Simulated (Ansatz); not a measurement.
## GaAs: strain energy, fitted

GaAs, F-43m, a = 5.658 Å. Ansatz: PBEsol, PAW, 420 eV, Γ-centred 10×10×6 mesh on 4 atoms, Gaussian smearing 0.01 eV; no spin polarisation. Series: biaxial strain in the a-b plane, c and atoms relaxed; x is the strain in per cent. The axes a, b, c are those of the computed cell (4.001, 4.001, 5.658 Å), along [1 1 0], [-1 1 0], [0 0 1] of the cell named above. y is the free energy over the unstrained cell, V0 = 22.641 Å³/atom.

```tsv
x (%)	y (meV/atom)
-6.0	67.83
-4.0	28.92
-2.0	7.00
0.0	0.00
2.0	?
4.0	23.03
6.0	49.51
```

Fit y = c2 x² + c3 x³ to the other rows, turn c2 into a modulus, and predict the missing energy.

Least squares on the rows shown. y = 1.6289 x² − 0.042710 x³. In eV per unit strain² c2 is 16.29; M is the biaxial modulus (E = M V0 ε²): 16.29 × 160.2 / (22.641) = 115 GPa. The unstrained cell keeps some stress along the strain, worth a slope of -0.15 meV/atom per %, which the form leaves out. At x = 2.0 the fit asked for gives 6.17 meV/atom. The run gave 5.98 meV/atom, so the fit is 0.19 meV/atom too high, within twice the rms miss on the fitted rows (0.16 meV/atom).